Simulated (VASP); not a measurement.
Wanted: the native input for a VASP 6.6.1 run.

```
Task                               : band structure
Functional                         : HSE03
Potentials or basis                : VASP PAW PBE potentials, release 64 (Ag, Br)
Cutoff                             : 520 eV
k mesh                             : 6 × 6 × 6
Occupations                        : gaussian, width 0.02 eV
Spin                               : no spin polarisation
Ladder                             : free
Grid for exact exchange (PRECFOCK) : Fast
Further INCAR settings             : ALGO = Normal; EDIFF = 1e-06
```

AgBr:

```xyz
2
Lattice="0.0000 2.8702 2.8702 2.8702 0.0000 2.8702 2.8702 2.8702 0.0000" Properties=species:S:1:pos:R:3 pbc="T T T"
Ag    0.0000    0.0000    0.0000
Br    2.8702    2.8702    2.8702
```

One way to write it, as run:

POSCAR

```
AgBr
1.0
    0.0000000000      2.8701500000      2.8701500000
    2.8701500000      0.0000000000      2.8701500000
    2.8701500000      2.8701500000      0.0000000000
Ag Br
1 1
Direct
    0.0000000000      0.0000000000      0.0000000000
    0.5000000000      0.5000000000      0.5000000000
```

INCAR.step1

```
PREC     = Accurate       # precision mode
ENCUT    = 520            # plane-wave cutoff, eV
EDIFF    = 1E-5           # SCF threshold, eV
ISMEAR   = 0              # smearing method
SIGMA    = 0.02           # smearing width, eV
LREAL    = False          # projectors in reciprocal space
LASPH    = True           # aspherical terms in the spheres
NELM     = 60             # most SCF steps
ALGO     = Normal         # electronic algorithm
ISIF     = 2              # what is computed and relaxed
LWAVE    = True           # write WAVECAR
LCHARG   = False          # write CHGCAR
LMAXMIX  = 4              # l up to which the mixer works
GGA      = PE             # functional
KPAR     = 4
```

INCAR.step2

```
PREC     = Accurate       # precision mode
ENCUT    = 520            # plane-wave cutoff, eV
EDIFF    = 1E-6           # SCF threshold, eV
ISMEAR   = 0              # smearing method
SIGMA    = 0.02           # smearing width, eV
LREAL    = False          # projectors in reciprocal space
LASPH    = True           # aspherical terms in the spheres
NELM     = 60             # most SCF steps
ALGO     = Normal         # electronic algorithm
ISIF     = 2              # what is computed and relaxed
LWAVE    = False          # write WAVECAR
LCHARG   = False          # write CHGCAR
LMAXMIX  = 4              # l up to which the mixer works
GGA      = PE             # functional
LHFCALC  = True           # exact exchange
HFSCREEN = 0.3            # screening, 1/A
PRECFOCK = Fast         
ISTART   = 1            
KPAR     = 4
```

KPOINTS

```
regular mesh
0
Gamma
  6 6 6
```

KPOINTS_OPT

```
path GXWKGLUWLK,UX
8
line-mode
reciprocal
 0.0000000000  0.0000000000  0.0000000000  G
 0.5000000000  0.0000000000  0.5000000000  X

 0.5000000000  0.0000000000  0.5000000000  X
 0.5000000000  0.2500000000  0.7500000000  W

 0.5000000000  0.2500000000  0.7500000000  W
 0.3750000000  0.3750000000  0.7500000000  K

 0.3750000000  0.3750000000  0.7500000000  K
 0.0000000000  0.0000000000  0.0000000000  G

 0.0000000000  0.0000000000  0.0000000000  G
 0.5000000000  0.5000000000  0.5000000000  L

 0.5000000000  0.5000000000  0.5000000000  L
 0.6250000000  0.2500000000  0.6250000000  U

 0.6250000000  0.2500000000  0.6250000000  U
 0.5000000000  0.2500000000  0.7500000000  W

 0.5000000000  0.2500000000  0.7500000000  W
 0.5000000000  0.5000000000  0.5000000000  L

 0.5000000000  0.5000000000  0.5000000000  L
 0.3750000000  0.3750000000  0.7500000000  K

 0.6250000000  0.2500000000  0.6250000000  U
 0.5000000000  0.0000000000  0.5000000000  X
```

Potentials or basis: VASP PAW PBE potentials, release 64 (Ag, Br).

The run is started by

```bash
$ cat potpaw_PBE.64/Ag/POTCAR potpaw_PBE.64/Br/POTCAR > POTCAR
$ cp INCAR.step1 INCAR
$ mpirun -np 4 vasp_std > vasp.out
$ cp INCAR.step2 INCAR
$ mpirun -np 4 vasp_std > vasp.out
```

It gave:

```yaml
Pressure: 2.0 GPa
Band_gap_on_the_k_mesh: 1.80 eV, indirect (least direct gap 3.63 eV)
Band_gap_along_the_path: 1.80 eV, indirect (least direct gap 3.63 eV)
```

Caveat: the PAW data sets were made with another functional, which shifts forces and pressure a little.

Wall time 13 min on 4 MPI ranks on Intel(R) Xeon(R) Platinum 8559C (Emerald Rapids), with other jobs on the host, peak memory 0.34 GiB a rank.
